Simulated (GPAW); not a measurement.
Runs of GPAW 26.7.0 on CdSe. The structure is cubic, space group F-43m (No. 216). The conventional cell has a = 6.141 Å, b = 6.141 Å, c = 6.141 Å, α = 90.00°, β = 90.00°, γ = 90.00°. Around Cd (site symmetry -43m) lie 4 Se at 2.66 Å. Around Se (site symmetry -43m) lie 4 Cd at 2.66 Å. Measurements of this composition are mostly on another form, of space group No. 186.

```csv
task,level,potentials or basis,cell,k mesh,cutoff (eV),smearing,maxiter,response ecut,response k mesh,response bands,kernels,grid spacing,mesh quality,gap on the mesh (eV),pressure (GPa)
single point,PBE,"GPAW PAW data sets (gpaw-data 1.2.1), pw",as given,6 × 6 × 6,450,fermi-dirac 0.05 eV,80,-,-,-,-,-,not flagged,0.54,0.3
dielectric tensor,PBE,"GPAW PAW data sets (gpaw-data 1.2.1), pw",as given,6 × 6 × 6,450,fermi-dirac 0.001 eV,150,80 eV,19 × 19 × 19,25,"["RPA", "LR0.1", "ALDA_X"]",-,not flagged,0.54,-
electron localisation function,PBE,"GPAW PAW data sets (gpaw-data 1.2.1), pw",as given,4 × 4 × 4,510,fermi-dirac 0.01 eV,150,-,-,-,-,-,coarse,0.53,1.1
phonons,rSCAN+D3(BJ),"GPAW PAW data sets (gpaw-data 1.2.1), pw",relaxed,7 × 7 × 7,510,fermi-dirac 0.05 eV,150,-,-,-,-,-,not flagged,1.03,0.0
phonons,PBE+D3,"GPAW PAW data sets (gpaw-data 1.2.1), fd",atoms relaxed,8 × 8 × 8,-,fermi-dirac 0.05 eV,150,-,-,-,-,0.16 Å,not flagged,0.54,-
single point,RPBE,"the program's PAW data sets (release 1.2.1) made for this functional, pw",as given,6 × 6 × 6,500,fermi-dirac 0.05 eV,80,-,-,-,-,-,not flagged,(b),(a)
```

Alike in all rows: no spin polarisation.

Estimate the missing entries.

(a) 2.7; (b) 0.72.

Caveats: some runs use coarse meshes; the cutoff is short for stress and forces, so pressures can be off by a GPa or more (some runs); the LO-TO splitting is left out (some runs); the dielectric constant isn't converged in the k mesh (some runs); the gap is small at this level, which inflates the dielectric constant (some runs); the long-wavelength limit can be off by several per cent where d states take part (some runs); an odd mesh through Γ misses points on the zone boundary, where band edges often lie (some runs); the PAW data sets were made with another functional, which shifts forces and pressure a little (some runs).

A k mesh can miss the band edges, and the runs leave out spin-orbit coupling on Cd, Se.
